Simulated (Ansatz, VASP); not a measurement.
## Two plane-wave programs on Pd

File INCAR:

```
PREC = Accurate
ENCUT = 520
EDIFF = 1E-6
ISMEAR = -1
SIGMA = 0.1
LREAL = False
LASPH = True
NELM = 100
ALGO = Normal
ISIF = 2
LWAVE = False
LCHARG = False
GGA = RP
NBANDS = 11
```

File KPOINTS:

```
regular mesh
0
Gamma
  16 16 16
```

File POSCAR:

```
Pd
1.0
   -1.5853525020      1.5853525020      1.5853525020
    1.5853525020     -1.5853525020      1.5853525020
    1.5853525020      1.5853525020     -1.5853525020
Pd
1
Direct
    0.0000000000      0.0000000000      0.0000000000
```

Input for Ansatz:

```yaml
crystal:
  lattice:
    - [-1.585352502, 1.585352502, 1.585352502]
    - [1.585352502, -1.585352502, 1.585352502]
    - [1.585352502, 1.585352502, -1.585352502]
  atoms:
    - { symbol: Pd, position: [0.0, 0.0, 0.0] }
hamiltonian:
  xc: rpbe
  pseudopotentials:
    kind: paw
    azcp:
      Pd: "pseudopotentials/Pd.paw.azcp"
basis:
  ecutwfc: 420
  fft_grid_basis: typed
kpoints:
  mp_grid: { grid: [16, 16, 16], shift: [0, 0, 0] }
magnetization:
  spin_polarized: false
scf:
  occupations: { method: fermi_dirac, width: 0.1 }
  lower_state_search: "off"
output:
  stress: true
  write_density: true
  write_potential: true
  elf: true
  volumetric_format: npy
```

Alike in both runs: task single point; functional RPBE; k mesh 16 × 16 × 16; occupations fermi-dirac, width 0.1 eV; no spin polarisation.

```csv
,VASP,Ansatz
version,VASP 6.6.1,Ansatz 0.2.0
potentials or method,"VASP PAW PBE potentials, release 64 (Pd)","plane waves (420 eV) with PAW, scalar-relativistic"
plane-wave cutoff (eV),520,420
valence electrons in the cell,10,18
```

Ansatz gave:

```
pressure (GPa) : 0.0
```

**Question.** What did VASP give for the same quantities?

**Answer.** Pressure (GPa): -0.3.

The functional is the same, so the differences come from potentials, cutoffs and numerics. The two sets of potentials don't hold the same shells in valence.

Caveats: the PAW data sets were made with another functional, which shifts forces and pressure a little (VASP).
